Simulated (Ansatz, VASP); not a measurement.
Two plane-wave programs on In

```
In
1.0
    -1.63343    1.63343    2.57357
     1.63343   -1.63343    2.57357
     1.63343    1.63343   -2.57357
In
1
Cartesian
  0.0000 0.0000 0.0000
```

Alike in both runs: functional PBE; k mesh 17 × 17 × 17; occupations fermi-dirac, width 0.05 eV; no spin polarisation.

Ansatz relaxed the structure, and its values are those at the end. VASP's run is a single point on that final structure, the one shown.

|  | VASP | Ansatz |
| --- | --- | --- |
| version | VASP 6.6.1 | Ansatz 0.2.0 |
| potentials or method | VASP PAW PBE potentials, release 64 (In_d) | plane-wave PAW DFT |
| plane-wave cutoff (eV) | 520 | 420 |
| valence electrons in the cell | 13 | 13 |

|  | VASP | Ansatz | Ansatz less VASP |
| --- | --- | --- | --- |
| pressure (GPa) | 0.0 | 0.0 | +0.04 |

The functional is the same, so the differences come from potentials, cutoffs and numerics.
